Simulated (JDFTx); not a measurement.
KMgF3:

```
CELL_PARAMETERS angstrom
3.98590 0.00000 0.00000
0.00000 3.98590 0.00000
0.00000 0.00000 3.98590
ATOMIC_POSITIONS crystal
K 0.50000 0.50000 0.50000
Mg 0.00000 0.00000 0.00000
F 0.00000 0.00000 0.50000
F 0.00000 0.50000 0.00000
F 0.50000 0.00000 0.00000
```

```yaml
Program: JDFTx 1.7.0 (patched build)
Task: relaxation of cell and atoms
Functional: LDA
Potentials_or_basis: PseudoDojo-SR-LDA-0.4.1-standard with smoothed tails
Cutoff: 1143 eV
Density_cutoff: 9143 eV
k_mesh: 7 × 7 × 7
Occupations: fermi-dirac, width 0.05 eV
Spin: no spin polarisation
```

At the start: pressure -4.5 GPa; volume 12.67 Å³/atom.

Question: How do energy, volume and symmetry change on relaxing?

Answer: Over 6 steps the energy falls by 11.0 meV/atom and the volume is 11.93 Å³/atom (-5.8 %); space group Pm-3m (No. 221, to 0.05 Å).

The path:
```
step  energy change (eV)  largest force (eV/Å)  pressure (GPa)  volume (Å³)
   1              0.0000                0.0000           -4.54        63.33
   2             -0.0172                0.0000           -3.83        62.67
   3             -0.0549                0.0000            0.26        59.46
   4             -0.0551                0.0000           -0.01        59.64
   5             -0.0551                0.0000            0.00        59.64
   6             -0.0551                0.0000            0.00        59.64
```

Final structure:
```
K Mg F
1.0
     3.90697    0.00000    0.00000
     0.00000    3.90697    0.00000
     0.00000    0.00000    3.90697
K Mg F
1 1 3
Direct
  0.50000 0.50000 0.50000
  0.00000 0.00000 0.00000
  0.00000 0.00000 0.50000
  0.00000 0.50000 0.00000
  0.50000 0.00000 0.00000
```
